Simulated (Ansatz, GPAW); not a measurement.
# The basis that the transmission of a Ge chain with a Pd atom on top of one atom needs, part 2 of 2

Aim: T(E), conductance and thermopower of a Ge chain with a Pd atom on top of one atom, and what cheaper settings cost in accuracy.

GPAW 26.7.0 and Ansatz 0.2.0; Ansatz plane waves; Landauer transmission by layers, zero bias (the session's first sound run).

So far, transmission at the Fermi level (one spin): step 2 (plane waves, LDA) 2.84; step 3 (double-zeta polarised basis, PBE, GPAW) 2.86; step 4 (single-zeta polarised basis, PBE, GPAW) 2.88; step 5 (minimal basis, PBE, GPAW) 2.88; step 6 (RPBE in the dzp basis: xc = "RPBE") 2.86.

**8. Comparison (continued)**

Table of transmission, zone mean, sum over the listed spins by energy, zero at the Fermi level:

```tsv
energy (eV)	pw-lda	dzp	szp	sz	dzp-RPBE
-2.000	0.573	0.577	0.448	0.514	0.577
-1.800	0.596	0.577	0.0780	0.306	0.568
-1.600	0.108	0.0368	0.469	0.161	0.0151
-1.400	0.0258	0.204	0.306	0.298	0.229
-1.200	0.905	0.764	0.918	0.886	0.750
-1.100	1.98	1.11	0.975	1.13	1.13
-1.050	1.44	1.26	1.10	1.95	1.29
-1.000	1.33	1.63	1.16	1.51	1.82
-0.950	1.27	2.24	1.19	1.42	2.14
-0.800	2.29	1.46	2.36	2.04	1.49
-0.600	2.41	2.56	2.56	2.55	2.58
-0.400	2.63	2.70	2.73	2.72	2.72
-0.200	2.77	2.81	2.83	2.82	2.81
0.000	2.84	2.86	2.88	2.88	2.86
0.200	2.87	2.89	2.91	2.90	2.90
0.400	2.90	2.91	2.93	2.92	2.92
0.600	2.91	2.93	2.94	2.93	2.93
0.800	2.92	2.94	2.95	2.94	2.94
0.950	2.92	2.94	2.96	2.95	2.95
1.000	2.92	2.95	2.96	2.95	2.95
1.100	2.92	2.95	2.96	2.95	2.95
1.200	2.92	2.94	2.96	2.95	2.94
1.400	2.89	2.93	2.96	2.95	2.93
1.600	2.81	2.90	2.95	2.94	2.90
1.800	2.57	2.80	2.93	2.92	2.78
2.000	2.01	2.46	2.90	2.88	2.34
```

**9. Mixing 0.25**

Mixing changes the road to self-consistency, not its end. The mixing history changes the road to self-consistency, not its end.

This step: GPAW LCAO, PAW setups; Landauer transmission from Green's functions with principal layers (ASE), zero bias (GPAW 26.7.0).

run.py reads:

```python
import json
import numpy as np
from ase import Atoms
from ase.transport.calculators import TransportCalculator
from gpaw import GPAW, FermiDirac
from gpaw.lcao.tools import get_lcao_hamiltonian
from scipy.linalg import eigh

# The junction with lead layers at both ends, along the third cell vector
device = Atoms(
    ['Ge', 'Ge', 'Ge', 'Ge', 'Ge', 'Ge', 'Pd', 'Ge', 'Ge', 'Ge', 'Ge', 'Ge'],
    positions=[
        [4.50000, 4.50000, 1.17500],
        [4.50000, 4.50000, 3.52500],
        [4.50000, 4.50000, 5.87500],
        [4.50000, 4.50000, 8.22500],
        [4.50000, 4.50000, 10.57500],
        [4.50000, 4.50000, 12.92500],
        [6.80790, 4.50000, 12.92500],
        [4.50000, 4.50000, 15.27500],
        [4.50000, 4.50000, 17.62500],
        [4.50000, 4.50000, 19.97500],
        [4.50000, 4.50000, 22.32500],
        [4.50000, 4.50000, 24.67500]],
    cell=[[9.0, 0.0, 0.0], [0.0, 9.0, 0.0], [0.0, 0.0, 25.85]],
    pbc=True)

# One principal layer of the lead: the first 3 atoms of the device
lead = Atoms(
    ['Ge', 'Ge', 'Ge'],
    positions=[
        [4.50000, 4.50000, 1.17500],
        [4.50000, 4.50000, 3.52500],
        [4.50000, 4.50000, 5.87500]],
    cell=[[9.0, 0.0, 0.0], [0.0, 9.0, 0.0], [0.0, 0.0, 7.05]],
    pbc=True)

settings = dict(mode='lcao', basis='dzp', xc='PBE', h=0.2,
                occupations=FermiDirac(0.1), maxiter=250,
                mixer=dict(beta=0.25, nmaxold=5, weight=100.0),
                convergence=dict(density=0.0001))
energies = np.arange(-2, 2 + 1e-9, 0.05)
eta = 0.0001
n1, n2 = 1, 1
# k and -k transmit alike, so half of the mesh across the current serves
mesh = [(i, j) for i in range(n1) for j in range(n2) if (i, j) <= (-i % n1, -j % n2)]
weights = np.array([1 if (i, j) == (-i % n1, -j % n2) else 2 for i, j in mesh]) / (n1 * n2)

# [... helper functions left out ...]
fermi_lead = ground_state(lead, (1, 1, 16), 'lead.txt')
fermi_device = ground_state(device, (1, 1, 3), 'device.txt')
# [... loop over the mesh left out, but for ...]
        # Shift the lead onto the potential of the device's first layer
        shift = ((H[:, 0, 0] - H0[:, 0, 0]) / S0[0, 0]).real.mean()
# [...]
kT = 8.617333e-5 * 500
bias = [0.1, 0.2, 0.5, 1.0, 1.5, 2.0]
# [... integrals and printing left out ...]
```

On the command line:

```console
$ OMP_NUM_THREADS=1 OPENBLAS_NUM_THREADS=2 python run.py
```

Wall time 35 s (2 threads of Arm Neoverse V2, shared host); peak memory 0.81 GiB.

Numbers from this step:

```yaml
conductance: 2.860 G₀
largest_coupling_past_the_next_principal_layer: 9.77e-6 eV
largest_misfit_of_the_first_principal_layer: 0.01290 eV
shift_that_aligns_the_lead: -0.02346 eV
transmission_at_the_fermi_level_one_spin: 2.862
```

One spin. Table of transmission, zone mean by energy, zero at the Fermi level:

```tsv
energy (eV)	transmission, zone mean
-2.00	0.577
-1.85	0.613
-1.70	0.379
-1.60	0.0361
-1.45	0.210
-1.30	0.0229
-1.15	0.906
-1.05	1.26
-0.95	2.24
-0.90	1.84
-0.75	2.06
-0.60	2.56
-0.50	2.63
-0.35	2.73
-0.20	2.81
-0.05	2.85
0.00	2.86
0.05	2.87
0.20	2.89
0.35	2.91
0.50	2.92
0.60	2.93
0.75	2.94
0.90	2.94
1.05	2.95
1.10	2.95
1.15	2.95
1.30	2.94
1.45	2.93
1.60	2.90
1.70	2.86
1.85	2.76
2.00	2.46
```

Not self-consistent under bias; the bias window is split evenly. The current through one cell, from the zero-bias transmission by bias:

```tsv
bias (V)	current through one cell, from the zero-bias transmission (μA)
0.100	22.2
0.200	44.3
0.500	111
1.000	219
1.500	323
2.000	415
```

The transmission of the three most open eigenchannels by energy, zero at the Fermi level:

```tsv
energy (eV)	channel 1	channel 2	channel 3
-2.00	0.577	0	0
-1.90	0.623	0	0
-1.80	0.576	0	0
-1.70	0.379	0	0
-1.55	0.0122	3.0e-12	0
-1.45	0.210	2.1e-12	0
-1.35	0.0798	1.5e-10	0
-1.25	0.419	9.1e-10	1.2e-12
-1.15	0.906	2.8e-7	6.6e-9
-1.05	0.986	0.215	0.0603
-0.90	0.996	0.593	0.247
-0.80	0.998	0.455	1.4e-5
-0.70	0.996	0.973	0.523
-0.60	0.997	0.932	0.630
-0.50	0.998	0.901	0.730
-0.40	0.998	0.898	0.806
-0.25	0.999	0.911	0.877
-0.15	0.999	0.923	0.903
-0.05	0.999	0.932	0.920
0.00	0.999	0.937	0.927
0.05	0.999	0.940	0.932
0.15	0.999	0.946	0.942
0.25	0.999	0.950	0.950
0.40	0.999	0.960	0.954
0.50	0.999	0.967	0.956
0.60	0.999	0.972	0.957
0.70	0.999	0.978	0.958
0.80	0.999	0.982	0.958
0.90	0.999	0.986	0.958
1.05	0.999	0.990	0.956
1.15	0.999	0.992	0.953
1.25	0.999	0.994	0.949
1.35	1.000	0.995	0.942
1.45	1.000	0.996	0.931
1.55	1.000	0.997	0.914
1.70	1.000	0.998	0.867
1.80	1.000	0.998	0.806
1.90	1.000	0.999	0.690
2.00	1.000	0.999	0.465
```

The conductance equals that of the dzp run to 0.2 %.

**10. Outcome**

```
conductance                                        : 2.86 G₀
transmission at the Fermi level, mean of the spins : 2.86
thermopower                                        : about 0 (under 1.5 μV/K)
```

What this shows: In the dzp basis the junction conducts 2.86 G₀ at 500 K, with T = 2.86 a spin at the Fermi level; the sz basis reaches that conductance within 10 %. Plane waves (LDA) give T = 2.84 there. At the Fermi level the three most open eigenchannels pass 1.00, 0.94 and 0.93. Measured against the first run (pw-lda), the nearest curve is that of dzp-RPBE (r.m.s. 0.22) and the farthest that of szp (0.27). Over the compared runs wall time goes from 21 s (sz) to 191 s (pw-lda), on a shared host. The geometry was built from estimated bond lengths and not relaxed, so the numbers describe this model structure. The run had no spin polarisation, so a magnetic state, which chains and small molecules with open shells often have, wasn't tested. An evenly spaced straight chain is an idealisation: free chains tend to dimerise, zigzag or, where a band edge lies near the Fermi level, turn magnetic. The currents use the zero-bias T(E) throughout, which holds only while the bias is small against the distance to the nearest feature.

[Logs are printed without paths, hosts, clocks, repeated set-up lines and the standing remarks that a program may print on its own settings, such as how far it seeks lower states.]

[Hosts, paths, dates, database ids (printed as entryN), source tags and the programs' standing remarks are cut or masked in the printed files.]
